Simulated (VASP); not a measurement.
# Cu in VASP: further runs

The runs below take Cu through single point, with PBE.

Everything below comes from runs of VASP 6.6.1. Logs are shortened: lines on timing, memory, paths and dates and some standing lists are left out, and cuts for length are marked.

### Step 1. The structure

The cell holds a slab with vacuum, 28 atoms: a = 7.700 Å, b = 7.700 Å, c = 15.630 Å, α = 90.00°, β = 90.00°, γ = 90.00°.

The cell was built by a generator and needn't be a form met in nature.

### Step 2. Single point, PBE

INCAR

```
PREC     = Accurate       # precision mode
ENCUT    = 520            # plane-wave cutoff, eV
EDIFF    = 1E-7           # SCF threshold, eV
ISMEAR   = 0              # smearing method
SIGMA    = 0.1            # smearing width, eV
LREAL    = Auto         
LASPH    = True           # aspherical terms in the spheres
NELM     = 100            # most SCF steps
ALGO     = Fast           # electronic algorithm
ISIF     = 2              # what is computed and relaxed
LWAVE    = False          # write WAVECAR
LCHARG   = False          # write CHGCAR
GGA      = PE             # functional
NBANDS   = 174            # bands
```

KPOINTS

```
Automatic mesh
0
Gamma
  3 3 1
```

POSCAR

```
Cu
1.0
    7.7003928471      0.0000000000      0.0000000000
    0.0000000000      7.7003928471      0.0000000000
    0.0000000000      0.0000000000     15.6300000000
Cu
28
Direct
    0.0000000000      0.0000000000      0.3838771593
    0.3333333832      0.0000000000      0.3838771593
    0.6666666366      0.0000000000      0.3838771593
    0.0000000000      0.3333333832      0.3838771593
    0.3333333832      0.3333333832      0.3838771593
    0.6666666366      0.3333333832      0.3838771593
    0.0000000000      0.6666666366      0.3838771593
    0.3333333832      0.6666666366      0.3838771593
    0.6666666366      0.6666666366      0.3838771593
    0.1659751685      0.1666663020      0.4954084453
    0.5007001690      0.1666665618      0.4954076136
    0.8333377436      0.1666677305      0.4983880998
    0.1659125743      0.4992989418      0.4955673704
    0.5007574388      0.4993005002      0.4955662828
    0.8333356658      0.4983167841      0.4975867562
    0.1659129638      0.8340369287      0.4955683941
    0.5007553610      0.8340364092      0.4955675624
    0.8333347567      0.8350180475      0.4975862444
    0.0028402447      0.0015209614      0.6120995521
    0.3333458501     -0.0071656084      0.6073919386
    0.6638361317      0.0015229093      0.6120983365
    0.0028447899      0.3318144997      0.6121008957
    0.3333489669      0.3405011994      0.6073870761
    0.6638379498      0.3318151490      0.6120992322
    0.0011563046      0.6666672859      0.6082168266
    0.3333327339      0.6666670262      0.6084094050
    0.6655089035      0.6666683248      0.6082165707
    0.3333726020      0.1666833141      0.7286369802
```

Potentials or basis: VASP PAW PBE potentials, release 64 (Cu).

Launch:

```console
$ cat potpaw_PBE.64/Cu/POTCAR > POTCAR
$ mpirun -np 1 vasp_std > vasp.out
```

OUTCAR:

```text
PREC = Accurate
   ENCUT = 520
   EDIFF = 1E-7
   ISMEAR = 0
   LREAL = Auto
   LASPH = True
   NELM = 100
   ISIF = 2
   GGA = PE

 ion  position               nearest neighbor table
   1  0.000  0.000  0.384-  16 2.51  10 2.51  18 2.53  12 2.55   3 2.57   7 2.57   4 2.57   2 2.57

   2  0.333  0.000  0.384-  17 2.52  16 2.52  10 2.52  11 2.52   3 2.57   8 2.57   5 2.57   1 2.57

   3  0.667  0.000  0.384-  17 2.51  11 2.51  18 2.53  12 2.55   2 2.57   1 2.57   9 2.57   6 2.57

   4  0.000  0.333  0.384-  13 2.51  10 2.51  15 2.53  12 2.55   7 2.57   6 2.57   1 2.57   5 2.57

   5  0.333  0.333  0.384-  13 2.52  14 2.52  10 2.52  11 2.52   6 2.57   8 2.57   2 2.57   4 2.57

   6  0.667  0.333  0.384-  14 2.51  11 2.51  15 2.53  12 2.55   5 2.57   9 2.57   4 2.57   3 2.57
[... 37 lines left out ...]
  25  0.001  0.667  0.608-  15 2.52  18 2.52  16 2.52  13 2.52  26 2.56  22 2.58  19 2.58  27 2.58

  26  0.333  0.667  0.608-  23 2.51  20 2.51  16 2.54  13 2.54  17 2.54  14 2.54  27 2.56  25 2.56

  27  0.666  0.667  0.608-  18 2.52  15 2.52  17 2.52  14 2.52  26 2.56  24 2.58  21 2.58  25 2.58

  28  0.333  0.167  0.729-  23 2.32  20 2.32

  LATTYP: Found a simple tetragonal cell.
 ALAT       =     7.7003928471
 C/A-ratio  =     2.0297665730

  Lattice vectors:

 A1 = (   7.7003928471,   0.0000000000,   0.0000000000)
 A2 = (   0.0000000000,   7.7003928471,   0.0000000000)
 A3 = (   0.0000000000,   0.0000000000,  15.6300000000)

Analysis of symmetry for initial positions (statically):
=====================================================================
 Subroutine PRICEL returns:
 Original cell was already a primitive cell.

 Routine SETGRP: Setting up the symmetry group for a
 simple tetragonal supercell.

 Subroutine GETGRP returns: Found  1 space group operations
 (whereof  1 operations were pure point group operations)
 out of a pool of 16 trial point group operations.

The static configuration has the point symmetry C_1 .

Analysis of symmetry for dynamics (positions and initial velocities):
=====================================================================
 Subroutine PRICEL returns:
 Original cell was already a primitive cell.

 Routine SETGRP: Setting up the symmetry group for a
 simple tetragonal supercell.

 Subroutine GETGRP returns: Found  1 space group operations
 (whereof  1 operations were pure point group operations)
 out of a pool of 16 trial point group operations.

The dynamic configuration has the point symmetry C_1 .

 Subroutine INISYM returns: Found  1 space group operations
 (whereof  1 operations are pure point group operations),
 and found     1 'primitive' translations

----------------------------------------------------------------------------------------

                                     Primitive cell

  volume of cell :     926.7973

  direct lattice vectors                    reciprocal lattice vectors
     7.700392847  0.000000000  0.000000000     0.129863504  0.000000000  0.000000000
     0.000000000  7.700392847  0.000000000     0.000000000  0.129863504  0.000000000
     0.000000000  0.000000000 15.630000000     0.000000000  0.000000000  0.063979527

  length of vectors
     7.700392847  7.700392847 15.630000000     0.129863504  0.129863504  0.063979527

  position of ions in fractional coordinates (direct lattice)
     0.000000000  0.000000000  0.383877159
     0.333333383  0.000000000  0.383877159
     0.666666637  0.000000000  0.383877159
     0.000000000  0.333333383  0.383877159
     0.333333383  0.333333383  0.383877159
     0.666666637  0.333333383  0.383877159
[... 20 lines left out ...]
     0.665508903  0.666668325  0.608216571
     0.333372602  0.166683314  0.728636980

  ion indices of the primitive-cell ions
   primitive index   ion index
                 1           1
                 2           2
                 3           3
                 4           4
                 5           5
                 6           6
[... 20 lines left out ...]
                27          27
                28          28

----------------------------------------------------------------------------------------

 KPOINTS: Automatic mesh

Automatic generation of k-mesh.
 Grid dimensions read from file:
 generate k-points for:    3    3    1

 Generating k-lattice:

  Cartesian coordinates                     Fractional coordinates (reciprocal lattice)
     0.043287835  0.000000000  0.000000000     0.333333333  0.000000000  0.000000000
     0.000000000  0.043287835  0.000000000     0.000000000  0.333333333  0.000000000
     0.000000000  0.000000000  0.063979527     0.000000000  0.000000000  1.000000000

  Length of vectors
     0.043287835  0.043287835  0.063979527

  Shift w.r.t. Gamma in fractional coordinates (k-lattice)
     0.000000000  0.000000000  0.000000000

 Subroutine IBZKPT returns following result:
 ===========================================

 Found      5 irreducible k-points:

 Following reciprocal coordinates:
            Coordinates               Weight
  0.000000  0.000000  0.000000      1.000000
  0.333333  0.000000  0.000000      2.000000
  0.000000  0.333333  0.000000      2.000000
  0.333333  0.333333  0.000000      2.000000
 -0.333333  0.333333  0.000000      2.000000
   k-points           NKPTS =      5   k-points in BZ     NKDIM =      5   number of bands    NBANDS=    174
   number of dos      NEDOS =    301   number of ions     NIONS =     28
   total plane-waves  NPLWV = 432000
   dimension x,y,z NGX =    60 NGY =   60 NGZ =  120
   dimension x,y,z NGXF=   120 NGYF=  120 NGZF=  240
   ions per type =              28
   NGX,Y,Z   is equivalent  to a cutoff of  12.95, 12.95, 12.76 a.u.
   NGXF,Y,Z  is equivalent  to a cutoff of  25.91, 25.91, 25.53 a.u.
 SYSTEM =  unknown system
   PREC   = accura    normal or accurate (medium, high low for compatibility)
   ISTART =      0    job   : 0-new  1-cont  2-samecut
   ICHARG =      2    charge: 1-file 2-atom 10-const
   ISPIN  =      1    spin polarized calculation?
   LNONCOLLINEAR =      F non collinear calculations
   LSORBIT =      F    spin-orbit coupling
   LASPH  =      T    aspherical Exc in radial PAW
   ENCUT  =  520.0 eV  38.22 Ry    6.18 a.u.  14.32 14.32 29.06*2*pi/ulx,y,z
   NELM   =    100;   NELMIN=  2; NELMDL= -5     # of ELM steps
   EDIFF  = 0.1E-06   stopping-criterion for ELM
   LREAL  =      T    real-space projection
   EDIFFG = 0.1E-05   stopping-criterion for IOM
   NSW    =      0    number of steps for IOM
   IBRION =     -1    ionic relax: 0-MD 1-quasi-New 2-CG
   NFREE  =      0    steps in history (QN), initial steepest desc. (CG)
   ISIF   =      2    stress and relaxation
   ISYM   =      2    0-nonsym 1-usesym 2-fastsym
   POTIM  = 0.5000    time-step for ionic-motion
   TEBEG  =    0.0;   TEEND  =   0.0 temperature during run
   PSTRESS=    0.0 pullay stress
   NELECT =     308.0000    total number of electrons
   NUPDOWN=      -1.0000    fix difference up-down
   EMIN   =  10.00;   EMAX   =-10.00  energy-range for DOS
   EFERMI =   0.00;   METHOD = LEGACY
   ISMEAR =     0;   SIGMA  =   0.10  broadening in eV -4-tet -1-fermi 0-gaus
   EFERMI_NEDOS =   21; number of points for ismear=-14 and -15
   IALGO  =     68    algorithm
   IMIX   =      4    mixing-type and parameters
     AMIX     =   0.40;   BMIX     =  1.00
     AMIX_MAG =   1.60;   BMIX_MAG =  1.00
  volume/ion in A,a.u.               =      33.10       223.37
  Fermi-wavevector in a.u.,A,eV,Ry     =   1.133958  2.142869 17.495186  1.285860
  Thomas-Fermi vector in A             =   2.270661
   LORBIT       =      0    0 simple, 1 ext, 2 COOP (PROOUT), +10 PAW based schemes
   GGA     = PE    functional components
   LHFCALC =     F    Hartree Fock is set to
   AEXX    =    0.0000 exact exchange contribution
   IVDW    =     0    specifies the selected vdW correction
   LEPSILON=     F    determine dielectric tensor
   LRPA    =     F    only Hartree local field effects (RPA)
 non-spin polarized calculation
 RMM-DIIS sequential band-by-band and
 Gauss-broadening in eV      SIGMA  =   0.10
  energy-cutoff  :      520.00
  volume of cell :      926.80
 maximum number of plane-waves:     24995
 NGX is ok and might be reduce to    60
   NGX = 29   NGY = 29   NGZ = 59

 number of electron     307.9999600 magnetization

 Free energy of the ion-electron system (eV)
  ---------------------------------------------------
  ext. energy  EPLUGINS =         0.00000000
  ---------------------------------------------------
  free energy    TOTEN  =       -92.64408163 eV

  energy without entropy =      -92.61818677  energy(sigma->0) =      -92.63113420

 E-fermi :  -0.0654     XC(G=0):  -5.8071

 val. band max:       -0.1173564919   @ k =   0.3333   0.0000   0.0000
 cond. band min:       0.1213232934   @ k =   0.3333   0.0000   0.0000
 fundamental gap:      0.2386797854
 Fermi energy:        -0.0653705785

 k-point     1 :       0.0000    0.0000    0.0000
  band No.  band energies     occupation
      1      -8.3948      2.00000
      2      -6.1010      2.00000
      3      -6.0951      2.00000
      4      -6.0876      2.00000
      5      -6.0666      2.00000
      6      -5.9058      2.00000
[... 158 lines left out ...]
    165       2.4098      0.00000
    166       3.4340      0.00000

 k-point     2 :       0.3333    0.0000    0.0000
  band No.  band energies     occupation
      1      -8.1082      2.00000
      2      -7.2817      2.00000
      3      -5.8606      2.00000
      4      -5.8411      2.00000
      5      -5.6745      2.00000
      6      -5.2545      2.00000
[... 158 lines left out ...]
    165       2.7611      0.00000
    166       2.8307      0.00000

 k-point     3 :       0.0000    0.3333    0.0000
  band No.  band energies     occupation
      1      -8.1071      2.00000
      2      -7.2826      2.00000
      3      -5.8567      2.00000
      4      -5.8517      2.00000
      5      -5.6632      2.00000
      6      -5.2516      2.00000
[... 158 lines left out ...]
    165       2.7031      0.00000
    166       2.7959      0.00000

 k-point     4 :       0.3333    0.3333    0.0000
  band No.  band energies     occupation
      1      -7.8240      2.00000
      2      -7.0204      2.00000
      3      -7.0034      2.00000
      4      -6.2563      2.00000
      5      -5.4343      2.00000
      6      -4.8806      2.00000
[... 158 lines left out ...]
    165       1.9364      0.00000
    166       1.9495      0.00000

 k-point     5 :      -0.3333    0.3333    0.0000
  band No.  band energies     occupation
      1      -7.8240      2.00000
      2      -7.0204      2.00000
      3      -7.0034      2.00000
      4      -6.2563      2.00000
      5      -5.4343      2.00000
      6      -4.8806      2.00000
[... 158 lines left out ...]
    165       1.9364      0.00000
    166       1.9495      0.00000
 [bands above 166 left out]

------------------------ aborting loop because EDIFF is reached ----------------------------------------

  FORCE on cell =-STRESS in cart. coord.  units (eV):
  Direction    XX          YY          ZZ          XY          YZ          ZX
  --------------------------------------------------------------------------------------
  -------------------------------------------------------------------------------------
  Total       -9.0763497     -7.2358314      0.6750219      0.0000303     -0.0006868     -0.0008465
  in kB      -15.6905100    -12.5087606      1.1669270      0.0000524     -0.0011873     -0.0014634
  external PRESSURE =      -9.0107812 kB  Pullay stress =       0.0000000 kB

 VOLUME and BASIS-vectors are now :
 -----------------------------------------------------------------------------
  energy-cutoff  :      520.00
  volume of cell :      926.80
      direct lattice vectors                 reciprocal lattice vectors
     7.700392847  0.000000000  0.000000000     0.129863504  0.000000000  0.000000000
     0.000000000  7.700392847  0.000000000     0.000000000  0.129863504  0.000000000
     0.000000000  0.000000000 15.630000000     0.000000000  0.000000000  0.063979527

 POSITION                                       TOTAL-FORCE (eV/Angst)
 -----------------------------------------------------------------------------------
      0.00000      0.00000      6.00000        -0.054172     -0.004547     -0.023763
      2.56680      0.00000      6.00000         0.000008     -0.006807     -0.021055
      5.13359      0.00000      6.00000         0.054279     -0.004562     -0.023780
      0.00000      2.56680      6.00000        -0.054169      0.004550     -0.023761
      2.56680      2.56680      6.00000         0.000014      0.006814     -0.021025
      5.13359      2.56680      6.00000         0.054289      0.004567     -0.023779
[... 20 lines left out ...]
      5.12468      5.13361      9.50643        -0.001922      0.000007      0.023928
      2.56710      1.28353     11.38860         0.000266     -0.000170      0.042408
 -----------------------------------------------------------------------------------
    total drift:                                0.000089      0.000034     -0.001062

  FREE ENERGIE OF THE ION-ELECTRON SYSTEM (eV)
  ---------------------------------------------------
  free  energy   TOTEN  =       -92.6440816305 eV

  energy  without entropy=      -92.6181867748  energy(sigma->0) =      -92.63113420
```

It took 24 min on 1 thread of AMD EPYC 9R45 (Zen 5), shared host; peak memory 1.1 GiB.

Results:

```yaml
Free_energy: -92.6441 eV
Largest_force: 0.075 eV/Å
Band_gap_on_the_k_mesh: none (metal or under the smearing width)
```

Forces on the atoms (eV/Å):
```
Cu  -0.054 -0.005 -0.024
Cu   0.000 -0.007 -0.021
Cu   0.054 -0.005 -0.024
Cu  -0.054  0.005 -0.024
Cu   0.000  0.007 -0.021
Cu   0.054  0.005 -0.024
Cu  -0.068  0.000 -0.007
Cu   0.000  0.000 -0.075
Cu   0.068  0.000 -0.007
Cu  -0.005  0.000 -0.001
Cu   0.005  0.000 -0.001
Cu   0.000  0.000  0.004
Cu  -0.007  0.003 -0.002
Cu   0.007  0.003 -0.002
Cu   0.000 -0.004  0.004
Cu  -0.007 -0.003 -0.002
Cu   0.007 -0.003 -0.002
Cu   0.000  0.004  0.004
Cu   0.004 -0.001  0.024
Cu   0.000  0.001  0.005
Cu  -0.004 -0.001  0.024
Cu   0.004  0.001  0.024
Cu   0.000  0.000  0.005
Cu  -0.004  0.001  0.024
Cu   0.002  0.000  0.024
Cu   0.000  0.000  0.027
Cu  -0.002  0.000  0.024
Cu   0.000  0.000  0.042
```

Levels at points of the mesh, in eV from the Fermi level:
| k point | band 152 | band 153 | band 154 | band 155 | band 156 | band 157 | band 158 | band 159 |
| --- | --- | --- | --- | --- | --- | --- | --- | --- |
| (0.00, 0.00, 0.00) | -0.91 | -0.89 | -0.88 | -0.84 | 0.33 | 1.09 | 1.09 | 1.16 |

### Step 3. Single point, PBE

INCAR

```
SYSTEM = Cu
ALGO = Fast
EDIFF = 1E-7
ENCUT = 520
GGA = PE
ISIF = 2
ISMEAR = 0
LASPH = .TRUE.
LCHARG = .FALSE.
LREAL = Auto
LWAVE = .FALSE.
NBANDS = 174
NELM = 100
PREC = Accurate
SIGMA = 0.1
```

KPOINTS

```
k-points
0
G
  3 3 1
  0 0 0
```

POSCAR

```
Cu
1.0
    7.7003928471      0.0000000000      0.0000000000
    0.0000000000      7.7003928471      0.0000000000
    0.0000000000      0.0000000000     15.6300000000
Cu
28
Direct
    0.0000000000      0.0000000000      0.3838771593
    0.3333333832      0.0000000000      0.3838771593
    0.6666666366      0.0000000000      0.3838771593
    0.0000000000      0.3333333832      0.3838771593
    0.3333333832      0.3333333832      0.3838771593
    0.6666666366      0.3333333832      0.3838771593
    0.0000000000      0.6666666366      0.3838771593
    0.3333333832      0.6666666366      0.3838771593
    0.6666666366      0.6666666366      0.3838771593
    0.1642020122      0.1666665618      0.4954829175
    0.4987076733      0.1666672111      0.4956720409
    0.8290758831      0.1666677305      0.4983557262
    0.1649639214      0.4997633337      0.4953440819
    0.5002449974      0.4988925989      0.4959655790
    0.8309453981      0.4981070546      0.4977174024
    0.1649645707      0.8335733160      0.4953451056
    0.5002436988      0.8344445702      0.4959664747
    0.8309456578      0.8352284264      0.4977169546
   -0.0034851469      0.0009992997      0.6103046705
    0.3254067747     -0.0073878049      0.6076321177
    0.6572939979      0.0025498699      0.6152190019
   -0.0034837184      0.3323365510      0.6103051823
    0.3254071643      0.3407250840      0.6076282790
    0.6572943875      0.3307897468      0.6152197057
    0.0007446373      0.6666674158      0.6078632758
    0.3337831006      0.6666680651      0.6083725528
    0.6653441067      0.6666689742      0.6089241203
    0.4182228185      0.1666808467      0.7207529111
```

Potentials or basis: VASP PAW PBE potentials, release 64 (Cu).

Launch:

```console
$ cat potpaw_PBE.64/Cu/POTCAR > POTCAR
$ mpirun -np 1 vasp_std > vasp.out
```

Run time: 18 min. Hardware: 1 thread of AMD EPYC 9R45 (Zen 5), shared host; peak memory 1.1 GiB.

The run converged. Its results:

```yaml
Free_energy: -92.9268 eV
Largest_force: 0.693 eV/Å
Band_gap_on_the_k_mesh: none (metal or under the smearing width)
```

Forces on the atoms (eV/Å):
```
Cu  -0.088  0.005 -0.028
Cu  -0.031 -0.011 -0.010
Cu   0.032 -0.009 -0.009
Cu  -0.088 -0.005 -0.028
Cu  -0.031  0.011 -0.010
Cu   0.032  0.009 -0.009
Cu  -0.102  0.000  0.001
Cu   0.004  0.000 -0.065
Cu   0.041  0.000 -0.009
Cu  -0.018  0.000  0.002
Cu  -0.016  0.000  0.005
Cu  -0.034  0.000  0.002
Cu  -0.014  0.007 -0.006
Cu   0.000 -0.004  0.006
Cu  -0.018 -0.003  0.003
Cu  -0.014 -0.007 -0.006
Cu   0.000  0.004  0.006
Cu  -0.018  0.003  0.003
Cu  -0.048 -0.004 -0.004
Cu  -0.065  0.000  0.013
Cu  -0.052  0.003  0.070
Cu  -0.048  0.004 -0.004
Cu  -0.066  0.000  0.013
Cu  -0.052 -0.003  0.070
Cu   0.001  0.000  0.018
Cu   0.007  0.000  0.026
Cu  -0.001  0.000  0.037
Cu   0.687  0.000 -0.085
```

Levels at points of the mesh, in eV from the Fermi level:
```tsv
k point	band 152	band 153	band 154	band 155	band 156	band 157	band 158	band 159
(0.00, 0.00, 0.00)	-0.90	-0.90	-0.86	-0.84	0.38	1.04	1.05	1.17
```
